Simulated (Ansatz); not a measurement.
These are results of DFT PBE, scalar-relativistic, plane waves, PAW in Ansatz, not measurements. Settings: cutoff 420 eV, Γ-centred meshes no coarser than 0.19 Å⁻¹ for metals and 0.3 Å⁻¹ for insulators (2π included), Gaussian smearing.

These are static lattice energies at zero pressure. Only the structures computed here compete, so a lower one can exist. For metals, differences of a few meV/atom aren't resolved. Spin–orbit coupling is left out. No run is spin-polarised.

5 distinct structures were compared, and only named types are asked about.

(1) Which is lower for PbS, the caesium chloride or the rock salt structure, and by how much?

Answers

(1) The rock salt structure, by 256 meV/atom. It takes 27.1 Å³/atom against 24.4.